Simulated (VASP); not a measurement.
MgO:

```
CELL_PARAMETERS angstrom
3.30049 0.00000 0.00000
-1.65025 2.85831 0.00000
0.00000 0.00000 5.00863
ATOMIC_POSITIONS crystal
Mg 0.33333 0.66667 0.00346
Mg 0.66667 0.33333 0.50346
O 0.33333 0.66667 0.40114
O 0.66667 0.33333 0.90114
```

Measurements of this composition are mostly on another form, of space group No. 225.

Base run:

* Program: VASP 6.6.1
* Functional: r2SCAN
* Potentials or basis: VASP PAW PBE potentials, release 64 (Mg, O)
* Cutoff: 520 eV
* k mesh: 9 × 9 × 6
* Occupations: gaussian, width 0.02 eV
* Spin: no spin polarisation

Its results: band gap on the k mesh 4.16 eV, direct.

Q: The run is repeated on the same cell with these changes: functional from r2SCAN to TB-mBJ. What comes out?

A: Band gap on the k mesh 5.71 eV, direct.
